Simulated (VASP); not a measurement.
# N2: single point with PBEsol

N2, in a box:

```
CELL_PARAMETERS angstrom
11.44147 0.00000 0.00000
0.00000 11.94147 0.00000
0.00000 0.00000 12.44147
ATOMIC_POSITIONS crystal
N 0.52146 0.51592 0.46216
N 0.47780 0.49205 0.53914
```

* Program: VASP 6.6.1
* Task: single point
* Functional: PBEsol
* Potentials or basis: VASP PAW PBE potentials, release 64 (N)
* Cutoff: 400 eV
* k mesh: 1 × 1 × 1
* Occupations: gaussian, width 0.01 eV
* Spin: no spin polarisation
* Further INCAR settings: ALGO = Normal; EDIFF = 1e-06; NBANDS = 12; ISYM = 0

* Largest force: 0.247 eV/Å
* Gap between the frontier levels: 7.98 eV

Forces in eV/Å, atoms in the order of the input:
```
N   -0.109 -0.066  0.212
N    0.109  0.066 -0.212
```

Levels at points of the mesh, in eV from the valence-band top:
```csv
k point,band 3,band 4,band 5,band 6,band 7,band 8
"(0.00, 0.00, 0.00)",-1.39,-1.39,0.00,7.98,7.98,9.91
```

Run time: 28 s on 4 MPI ranks on Intel(R) Xeon(R) Platinum 8488C (Sapphire Rapids), with other jobs on the host, peak memory 0.34 GiB a rank.

Caveat: the standard files for N, O and F lose accuracy on very short bonds; the PAW data sets were made with another functional, which shifts forces and pressure a little. Expect the measured gap to be larger: semilocal functionals such as PBEsol lack the derivative discontinuity.
